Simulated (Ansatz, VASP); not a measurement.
Two plane-wave programs on AlN

```
Al N
1.0
     0.00000    2.18399    2.40239
     2.18399    0.00000    2.40239
     2.18399    2.18399    0.00000
Al N
1 1
Direct
  0.00000 0.00000 0.00000
  0.75000 0.75000 0.75000
```

Change from the starting cell: strain +0.1000 x Voigt [0, 0, 1, 0, 0, 0], atoms carried along.

Alike in both runs: task single point; functional PBE; k mesh 10 × 10 × 10; occupations gaussian, width 0.05 eV; no spin polarisation.

|  | VASP | Ansatz |
| --- | --- | --- |
| version | VASP 6.6.1 | Ansatz 0.2.0 |
| potentials or method | VASP PAW PBE potentials, release 64 (Al, N) | scalar-relativistic, plane waves, PAW |
| plane-wave cutoff (eV) | 520 | 420 |
| valence electrons in the cell | 8 | 8 |

Ansatz gave:

```
gap on the k mesh at the Fermi level (eV)       : 2.98
least direct gap on the mesh (eV)               : 3.15
pressure (GPa)                                  : -12.4
largest component of the traceless stress (GPa) : 11.15
```

Estimate VASP's values.

gap on the k mesh at the Fermi level (eV): 2.97; least direct gap on the mesh (eV): 3.15; pressure (GPa): -12.7; largest component of the traceless stress (GPa): 11.20.

The functional is the same, so the differences come from potentials, cutoffs and numerics.

A k mesh can miss the band edges.
